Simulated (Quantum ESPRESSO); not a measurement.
# Ir (P-1) in Quantum ESPRESSO: reference runs

Reference runs on Ir: the cell as given.

All numbers are computed with Quantum ESPRESSO 7.5; they aren't measurements. Logs are shortened: lines on timing, memory, paths and dates and some standing lists are left out, and cuts for length are marked.

### Step 1. Starting point

The typed cell holds 1 atom: a = 2.542 Å, b = 2.611 Å, c = 2.995 Å, α = 58.28°, β = 61.38°, γ = 59.90°.

This isn't the form of Ir at room conditions, which is fcc.

### Step 2. Single point, PBE

pw.in

```
&CONTROL
  calculation = 'scf'
  prefix = 'pwscf'
  outdir = './tmp'
  pseudo_dir = './pseudo'
  tprnfor = .true.
  tstress = .true.
  disk_io = 'nowf'
/
&SYSTEM
  ibrav = 0
  nat = 1
  ntyp = 1
  ecutwfc = 55
  ecutrho = 440
  nbnd = 13
  occupations = 'smearing'
  smearing = 'fd'
  degauss = 0.00367493
/
&ELECTRONS
  conv_thr = 2d-10
  electron_maxstep = 120
  mixing_beta = 0.5
/
ATOMIC_SPECIES
Ir   192.2170 Ir_pbe_v1.2.uspp.F.UPF
CELL_PARAMETERS angstrom
   0.0644692700    1.8373557400    1.7560488600
   1.9418131400    0.0774349900    1.7430831500
   2.1728248700    2.0554017600   -0.1535767500
ATOMIC_POSITIONS crystal
Ir     0.0000000000    0.0000000000    0.0000000000
K_POINTS automatic
12 13 11 0 0 0
```

Potentials or basis: SSSP 1.3 efficiency PBE.

The run is started by

```sh
OMP_NUM_THREADS=1 pw.x -in pw.in > pw.out
```

pw.out:

```text
This program is part of the open-source Quantum ESPRESSO suite
     for quantum simulation of materials; please cite
[... 9 lines left out ...]
     --------------------
     sticks:   dense  smooth     PW     G-vecs:    dense   smooth      PW
     Sum         721     361    121                14693     5219    1089

     Using Slab Decomposition

     bravais-lattice index     =            0
     lattice parameter (alat)  =       4.8044  a.u.
     unit-cell volume          =      94.3978 (a.u.)^3
     number of atoms/cell      =            1
     number of atomic types    =            1
     number of electrons       =        15.00
     number of Kohn-Sham states=           13
     kinetic-energy cutoff     =      55.0000  Ry
     charge density cutoff     =     440.0000  Ry
     scf convergence threshold =      2.0E-10
     mixing beta               =       0.5000
     number of iterations used =            8  plain     mixing
     Exchange-correlation= SLA  PW   PBE  PBE
                           (   1   4   3   4   0   0   0)

     celldm(1)=   4.804418  celldm(2)=   0.000000  celldm(3)=   0.000000
     celldm(4)=   0.000000  celldm(5)=   0.000000  celldm(6)=   0.000000

     crystal axes: (cart. coord. in units of alat)
               a(1) = (   0.025358   0.722689   0.690708 )
               a(2) = (   0.763775   0.030458   0.685608 )
               a(3) = (   0.854639   0.808453  -0.060406 )

     reciprocal axes: (cart. coord. in units 2 pi/alat)
               b(1) = ( -0.653327  0.742568  0.694825 )
               b(2) = (  0.707295 -0.695286  0.701512 )
               b(3) = (  0.557373  0.599332 -0.647544 )

     PseudoPot. # 1 for Ir read from file:
     Ir_pbe_v1.2.uspp.F.UPF
     Pseudo is Ultrasoft + core correction, Zval = 15.0
     Generated by new atomic code, or converted to UPF format
     Using radial grid of  983 points,  7 beta functions with:
                l(1) =   0
                l(2) =   0
                l(3) =   1
                l(4) =   1
                l(5) =   1
                l(6) =   2
                l(7) =   2
     Q(r) pseudized with  8 coefficients,  rinner =    1.400   1.400   1.400
                                                       1.400   1.400

     atomic species   valence    mass     pseudopotential
     Ir               15.00   192.21700     Ir( 1.00)

      2 Sym. Ops., with inversion, found

   Cartesian axes

     site n.     atom                  positions (alat units)
         1        Ir     tau(   1) = (   0.0000000   0.0000000   0.0000000  )

     number of k points=   859  Fermi-Dirac smearing, width (Ry)=  0.0037

     Number of k-points >= 100: set verbosity='high' to print them.

     Dense  grid:    14693 G-vectors     FFT dimensions: (  36,  36,  40)

     Smooth grid:     5219 G-vectors     FFT dimensions: (  24,  24,  27)

     Initial potential from superposition of free atoms

     starting charge      14.5000, renormalised to      15.0000

     negative rho (up, down):  3.736E-01 0.000E+00
     Starting wfcs are   12 randomized atomic wfcs +    1 random wfcs

     Self-consistent Calculation

     iteration #  1     ecut=    55.00 Ry     beta= 0.50
     Davidson diagonalization with overlap
     ethr =  1.00E-02,  avg # of iterations =  4.5

     negative rho (up, down):  3.279E-01 0.000E+00

     total energy              =    -181.64390207 Ry
     estimated scf accuracy    <       0.61912811 Ry

     iteration #  2     ecut=    55.00 Ry     beta= 0.50
     Davidson diagonalization with overlap
     ethr =  4.13E-03,  avg # of iterations =  2.2

     negative rho (up, down):  3.202E-01 0.000E+00

     total energy              =    -181.74711216 Ry
     estimated scf accuracy    <       0.00518754 Ry

     iteration #  3     ecut=    55.00 Ry     beta= 0.50
     Davidson diagonalization with overlap
     ethr =  3.46E-05,  avg # of iterations =  6.2

     negative rho (up, down):  3.168E-01 0.000E+00

     total energy              =    -181.74795630 Ry
     estimated scf accuracy    <       0.00069233 Ry

     iteration #  4     ecut=    55.00 Ry     beta= 0.50
     Davidson diagonalization with overlap
     ethr =  4.62E-06,  avg # of iterations =  2.3

     negative rho (up, down):  3.165E-01 0.000E+00

     total energy              =    -181.74801302 Ry
     estimated scf accuracy    <       0.00002580 Ry

     iteration #  5     ecut=    55.00 Ry     beta= 0.50
     Davidson diagonalization with overlap
     ethr =  1.72E-07,  avg # of iterations =  2.0

     negative rho (up, down):  3.167E-01 0.000E+00

     total energy              =    -181.74801839 Ry
     estimated scf accuracy    <       0.00000150 Ry

     iteration #  6     ecut=    55.00 Ry     beta= 0.50
     Davidson diagonalization with overlap
     ethr =  1.00E-08,  avg # of iterations =  2.0

     negative rho (up, down):  3.167E-01 0.000E+00

     total energy              =    -181.74801875 Ry
     estimated scf accuracy    <       0.00000016 Ry

     iteration #  7     ecut=    55.00 Ry     beta= 0.50
     Davidson diagonalization with overlap
     ethr =  1.05E-09,  avg # of iterations =  2.0

     negative rho (up, down):  3.167E-01 0.000E+00

     total energy              =    -181.74801879 Ry
     estimated scf accuracy    <          3.2E-09 Ry

     iteration #  8     ecut=    55.00 Ry     beta= 0.50
     Davidson diagonalization with overlap
     ethr =  2.15E-11,  avg # of iterations =  1.8

     negative rho (up, down):  3.167E-01 0.000E+00

     total energy              =    -181.74801879 Ry
     estimated scf accuracy    <          2.2E-10 Ry

     iteration #  9     ecut=    55.00 Ry     beta= 0.50
     Davidson diagonalization with overlap
     ethr =  1.44E-12,  avg # of iterations =  2.0

     negative rho (up, down):  3.167E-01 0.000E+00

     End of self-consistent calculation

     Number of k-points >= 100: set verbosity='high' to print the bands.

     the Fermi energy is    25.1392 ev

!    total energy              =    -181.74801879 Ry
     estimated scf accuracy    <          3.0E-12 Ry
     smearing contrib. (-TS)   =      -0.00074459 Ry
     internal energy E=F+TS    =    -181.74727421 Ry

     The total energy is F=E-TS. E is the sum of the following terms:
     one-electron contribution =      -7.00115937 Ry
     hartree contribution      =      17.91826130 Ry
     xc contribution           =     -50.49071201 Ry
     ewald contribution        =    -142.17366413 Ry

     convergence has been achieved in   9 iterations

     negative rho (up, down):  3.167E-01 0.000E+00

     Forces acting on atoms (cartesian axes, Ry/au):

     atom    1 type  1   force =     0.00000000    0.00000000    0.00000000

     Total force =     0.000000     Total SCF correction =     0.000000

     Computing stress (Cartesian axis) and pressure

     negative rho (up, down):  3.167E-01 0.000E+00
          total   stress  (Ry/bohr**3)                   (kbar)     P=      277.59
   0.00115422  -0.00177049   0.00141802          169.79     -260.45      208.60
  -0.00177049   0.00239020   0.00162330         -260.45      351.61      238.80
   0.00141802   0.00162330   0.00211673          208.60      238.80      311.38

=------------------------------------------------------------------------------=
   JOB DONE.
=------------------------------------------------------------------------------=
```

Run time: 59 s. Hardware: 1 thread of AMD EPYC 9R14 (Zen 4), shared host; peak memory 0.21 GiB.

What came out:

| Quantity | Value |
| --- | --- |
| Free energy | -2472.8078 eV |
| Pressure | 27.8 GPa |
| Band gap on the k mesh | none (metal or under the smearing width) |

Levels at points of the mesh, in eV from the Fermi level:
| k point | band 4 | band 5 | band 6 | band 7 | band 8 | band 9 | band 10 | band 11 |
| --- | --- | --- | --- | --- | --- | --- | --- | --- |
| (0.00, 0.00, 0.00) | -11.01 | -5.41 | -3.67 | -3.12 | -1.18 | 0.07 | 10.80 | 13.39 |
| (-0.50, 0.00, 0.00) | -8.02 | -5.38 | -2.51 | 0.17 | 0.24 | 2.20 | 9.09 | 10.81 |

Caveat: so large a pressure means that the cell lies far from this level's equilibrium, or that cutoff or potentials fall short. The run has no spin-orbit coupling, so splittings on Ir are missing.
